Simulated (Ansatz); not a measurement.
In doubt: masses and optical values from hybrid runs of this build are listed as unsure (in some of the runs), which bears on the screening that GW takes from such a start.

The crystal is RbBr (Fm-3m).

The database entry behind the starting cell differs from later determinations by our own check (about 0.5 % short), so it need not match the best structure at ambient conditions.

The structure is cubic, space group Fm-3m (No. 225). Conventional cell: a = 6.854 Å, b = 6.854 Å, c = 6.854 Å, α = 90.00°, β = 90.00°, γ = 90.00°. Rb has 6 Br at 3.43 Å nearest. Br has 6 Rb at 3.43 Å nearest. Farther neighbours and most contacts between anions are not listed.

```
Rb Br
1.0
     0.00000    3.42700    3.42700
     3.42700    0.00000    3.42700
     3.42700    3.42700    0.00000
Rb Br
1 1
Cartesian
  0.0000 0.0000 0.0000
  3.4270 3.4270 3.4270
```

The cell and positions come from the Crystallography Open Database and are kept as given unless a step says otherwise.

Gaps computed with Ansatz 0.2.0 without a self-energy: HSE06 5.52 eV, r2SCAN 4.97 eV and PBE0 6.24 eV.

**Question.** Estimate the G0W0@HSE06 gap with 4×4×4 mesh, 240 empty bands, screening to 120 eV, PAW set soft_1 files.

About 7.32 eV: on its mesh the run moves the gap from 5.52 eV by +1.80 eV. Among the scalar-relativistic levels given, PBE0 is nearest (−1.08 eV). Bands and cutoff are finite, so the gap is not at the basis limit. The miss can reach some tenths of an eV and take either sign; the mesh is an error of its own. The many-body steps are scalar-relativistic: spin-orbit coupling is not in them.

[Paths, hosts, dates, memory and timing lines, banners, echoed tables and standing remarks are left out of the program output.]

[Logs are printed without paths, hosts, clocks, repeated set-up lines and the standing remarks that a program may print on its own settings, such as how far it seeks lower states.]

[Runs of the session that timed out or met a known fault of the program may be left out.]

[Cells called generated may have been cut or substituted from an entry of the Crystallography Open Database or the Materials Project.]

[Hosts, paths, dates, database ids (printed as entryN), source tags and the programs' standing remarks are cut or masked in the printed files.]
